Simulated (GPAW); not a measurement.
**Fe: single point with PBE+D4+U**

Fe:

```xyz
2
Lattice="2.4342 0.0000 0.0000 -1.2171 2.1080 0.0000 0.0000 0.0000 3.8419" Properties=species:S:1:pos:R:3 pbc="T T T"
Fe    1.2171    0.7027    2.8815
Fe    0.0000    1.4054    0.9605
```

This isn't the form of Fe at room conditions, which is bcc.

| Property | Result |
| --- | --- |
| Program | GPAW 26.7.0 |
| Task | single point |
| Functional | PBE |
| Dispersion | D4 |
| Potentials or basis | GPAW PAW data sets (gpaw-data 1.2.1) |
| Cutoff | 600 eV |
| Basis | pw |
| k mesh | 12 × 12 × 7 |
| Occupations | methfessel-paxton, width 0.2 eV |
| Spin | collinear spin, ferrimagnetic start |
| Starting moments | [3.0, -1.5] μB |
| Hubbard terms | Fe d U = 5 eV |

The pressure is 83.7 GPa, the band gap on the k mesh is none (metal or under the smearing width) and the net moment is 0.00 μB per cell. The site moments are Fe +3.02, -3.02 μB and the dispersion energy per atom is -0.403 eV.

Stress tensor (GPa, compression positive):
```
 68.32   0.00   0.00
  0.00  68.32   0.00
  0.00   0.00 114.60
```

Levels at points of the mesh, in eV from the Fermi level:
Spin up:
| k point | band 6 | band 7 | band 8 | band 9 | band 10 | band 11 |
| --- | --- | --- | --- | --- | --- | --- |
| (0.00, 0.00, 0.00) | -4.74 | -1.36 | -0.68 | 0.04 | 0.04 | 2.63 |
| (0.50, 0.50, 0.00) | -3.11 | -1.24 | -0.80 | 1.44 | 2.39 | 2.96 |
Spin down:
| k point | band 4 | band 5 | band 6 | band 7 | band 8 | band 9 | band 10 | band 11 | band 12 | band 13 |
| --- | --- | --- | --- | --- | --- | --- | --- | --- | --- | --- |
| (0.00, 0.00, 0.00) | -5.38 | -4.74 | -4.74 | -1.36 | -0.68 | 0.04 | 0.04 | 2.63 | 2.63 | 8.97 |
| (0.50, 0.50, 0.00) | -5.33 | -3.44 | -3.11 | -1.24 | -0.80 | 1.44 | 2.39 | 2.96 | 5.72 | 10.36 |

Run time: 57 s on 1 thread of Intel(R) Xeon(R) 6975P-C (Granite Rapids) (shared host), peak memory 0.19 GiB.

Caveat: a pressure of tens of GPa on the cell as given is suspect, and the run, the potentials or the cell itself is likely at fault; this smearing can pin the Fermi level at a band edge; pairwise dispersion overbinds metals, which lowers pressure and volume; the U is typed as a test and isn't derived for this compound. The state reached can hang on the start; a lower one may exist.
